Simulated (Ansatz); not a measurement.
BeTe:

```
Te Be
1.0
     0.00000    2.77000    2.77000
     2.77000    0.00000    2.77000
     2.77000    2.77000    0.00000
Te Be
1 1
Direct
  0.75000 0.75000 0.75000
  0.00000 0.00000 0.00000
```

| Item | Value |
| --- | --- |
| Program | Ansatz 0.2.0 |
| Task | relaxation of cell and atoms |
| Functional | PBE |
| Dispersion | D4 |
| Potentials or basis | all-electron LAPW, scalar-relativistic |
| Basis error allowed | 0.001 eV/atom |
| k mesh | 8 × 8 × 8 |
| Occupations | fermi-dirac, width 0.05 eV |
| Spin | no spin polarisation |

At the start: volume 21.25 Å³/atom.

Task: Where does the relaxation end?

Result: Over 4 steps the energy falls by 3.3 meV/atom and the volume is 21.86 Å³/atom (+2.9 %); space group F-43m (No. 216, to 0.05 Å).

The path:
```tsv
step	energy change (eV)	largest force (eV/Å)	volume (Å³)
1	0.0000	0.0000	42.51
2	-0.0060	0.0000	44.10
3	-0.0067	0.0000	43.73
4	-0.0067	0.0000	43.73
```

Final structure:
```cif
data_structure
_symmetry_space_group_name_H-M 'P 1'
_symmetry_Int_Tables_number 1
_cell_length_a 3.9544
_cell_length_b 3.9544
_cell_length_c 3.9544
_cell_angle_alpha 60.000
_cell_angle_beta 60.000
_cell_angle_gamma 60.000
_cell_volume 43.73
loop_
_atom_site_label
_atom_site_type_symbol
_atom_site_fract_x
_atom_site_fract_y
_atom_site_fract_z
_atom_site_occupancy
Te1 Te 0.75000 0.75000 0.75000 1
Be1 Be 0.00000 0.00000 0.00000 1
```
